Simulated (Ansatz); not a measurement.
KMgF3:

```
K Mg F
1.0
     3.98590    0.00000    0.00000
     0.00000    3.98590    0.00000
     0.00000    0.00000    3.98590
K Mg F
1 1 3
Direct
  0.50000 0.50000 0.50000
  0.00000 0.00000 0.00000
  0.00000 0.00000 0.50000
  0.00000 0.50000 0.00000
  0.50000 0.00000 0.00000
```

Base run:

* Program: Ansatz 0.2.0
* Functional: PBEsol
* Potentials or basis: Ansatz PAW
* Cutoff: 420 eV
* Density cutoff: 1680 eV
* k mesh: 7 × 7 × 7
* Occupations: fermi-dirac, width 0.05 eV
* Spin: no spin polarisation

Its results: band gap on the k mesh 7.18 eV, indirect (least direct gap 7.47 eV); pressure 0.3 GPa.

The run is repeated on the same cell with these changes: functional from PBEsol to LDA. What comes out?

Band gap on the k mesh 7.02 eV, indirect (least direct gap 7.31 eV); pressure -4.5 GPa.

LDA binds more tightly than PBEsol, so the same cell stands under less pressure.

Caveats: the PAW data sets come from PBE, with cores solved anew for the run's functional, which leaves a small shift of forces and pressure.

A k mesh can miss the band edges.

Not every run made on this cell is shown here.
